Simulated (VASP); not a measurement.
Set up this calculation in VASP 6.6.1, as the native input.

- Task: single point
- Functional: r2SCAN
- Potentials or basis: VASP PAW PBE potentials, release 64 (Cl, H)
- Cutoff: 520 eV
- k mesh: 1 × 1 × 1
- Occupations: fermi-dirac, width 0.05 eV
- Spin: no spin polarisation
- Dipole correction: no
- Further INCAR settings: LREAL = Auto; ALGO = Normal; EDIFF = 1e-06; NBANDS = 46

HCl:

```
CELL_PARAMETERS angstrom
7.41686 0.00000 0.00000
0.00000 7.41686 0.00000
0.00000 0.00000 7.41686
ATOMIC_POSITIONS crystal
Cl 0.65040 0.81455 0.63764
Cl 0.92972 0.14340 0.08169
Cl 0.75497 0.27324 0.51728
Cl 0.38427 0.30859 0.89911
Cl 0.74523 0.62922 0.12434
Cl 0.18970 0.50528 0.36635
Cl 0.18560 0.88036 0.78278
Cl 0.40649 0.98105 0.25608
H 0.70414 0.96854 0.60346
H 0.06925 0.24781 0.09073
H 0.78471 0.28264 0.34799
H 0.32918 0.17044 0.80006
H 0.61858 0.74491 0.16200
H 0.05924 0.61620 0.34720
H 0.33063 0.82900 0.69899
H 0.42077 0.09345 0.12255
```

The cell was built by a generator and needn't be a form met in nature.

These files were run (other wordings do the same):

POSCAR

```
HCl
1.0
    7.4168600000      0.0000000000      0.0000000000
    0.0000000000      7.4168600000      0.0000000000
    0.0000000000      0.0000000000      7.4168600000
Cl H
8 8
Direct
    0.6503965290      0.8145495533      0.6376418053
    0.9297195848      0.1434030034      0.0816922525
    0.7549690840      0.2732423155      0.5172808978
    0.3842731291      0.3085942029      0.8991136411
    0.7452345062      0.6292150587      0.1243383319
    0.1897029201      0.5052812106      0.3663544950
    0.1856041505      0.8803590738      0.7827840892
    0.4064927746      0.9810485839      0.2560787179
    0.7041389483      0.9685365505      0.6034629210
    1.0692530262      0.2478137649      0.0907257249
    0.7847121289      0.2826398233      0.3479909288
    0.3291824303      0.1704360066      0.8000555491
    0.6185771337      0.7449109192      0.1619957772
    0.0592433995      0.6162041619      0.3471954439
    0.3306250893      0.8290031091      0.6989885207
    0.4207710541      1.0934546425      0.1225451202
```

INCAR.step1

```
SYSTEM = HCl
ALGO = Normal
EDIFF = 1E-4
ENCUT = 520
GGA = PE
ISMEAR = -1
LASPH = .True.
LCHARG = .False.
LREAL = Auto
LWAVE = .True.
NBANDS = 46
NELM = 100
PREC = Accurate
SIGMA = 0.05
```

INCAR.step2

```
SYSTEM = HCl
ALGO = Normal
EDIFF = 1E-6
ENCUT = 520
ISIF = 2
ISMEAR = -1
ISTART = 1
LASPH = .True.
LCHARG = .False.
LMIXTAU = .True.
LREAL = Auto
LWAVE = .False.
METAGGA = R2SCAN
NBANDS = 46
NELM = 100
PREC = Accurate
SIGMA = 0.05
```

KPOINTS

```
k-points
0
Gamma
  1 1 1
  0 0 0
```

Potentials or basis: VASP PAW PBE potentials, release 64 (Cl, H).

The run is started by

```sh
$ cat potpaw_PBE.64/Cl/POTCAR potpaw_PBE.64/H/POTCAR > POTCAR
$ cp INCAR.step1 INCAR
$ mpirun -np 1 vasp_gam > vasp.out
$ cp INCAR.step2 INCAR
$ mpirun -np 1 vasp_gam > vasp.out
```

Results of the run:

The pressure is 0.0 GPa. The largest force is 1.798 eV/Å and the band gap on the k mesh is 6.27 eV, direct.

Caveat: the PAW data sets were made with another functional, which shifts forces and pressure a little.

It took 2.4 min on 1 thread of Intel(R) Xeon(R) Platinum 8259CL CPU @ 2.50GHz (Skylake/Cascade Lake), on a shared host, peak memory 0.44 GiB.
